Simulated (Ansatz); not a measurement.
Computed with DFT PBE, scalar-relativistic, plane waves, PAW (Ansatz 0.2.0).

Plane waves to 420 eV, a k mesh through Γ of 12×12×8 on the computed 3-atom cell and Gaussian smearing (0.10 eV); no spin polarisation.

```
Se
1.0
     4.22536    0.00000    0.00000
    -2.11268    3.65927    0.00000
     0.00000    0.00000    5.94348
Se
3
Direct
  0.75846 0.00000 0.33333
  0.00000 0.75846 0.66667
  0.24154 0.24154 0.00000
```

(1) Is this geometry at equilibrium? Which atom feels the largest force?

(2) Give all forces and the stress.

The cell holds chains, and where no dispersion correction was added their binding is poorly described.

Answers

(1) It isn't. Atom 1 (Se) feels (0.96, 0.00, 0.00) eV/Å, 0.960 eV/Å in size, and symmetry-related atoms feel the same size.

(2)
```tsv
atom	Fx	Fy	Fz
Se1	0.960	0.000	0.000
Se2	-0.480	0.831	0.000
Se3	-0.480	-0.831	0.000
```
Stress (GPa, compression positive):
```
 -4.63   0.00   0.00
  0.00  -4.63   0.00
  0.00   0.00 -13.85
```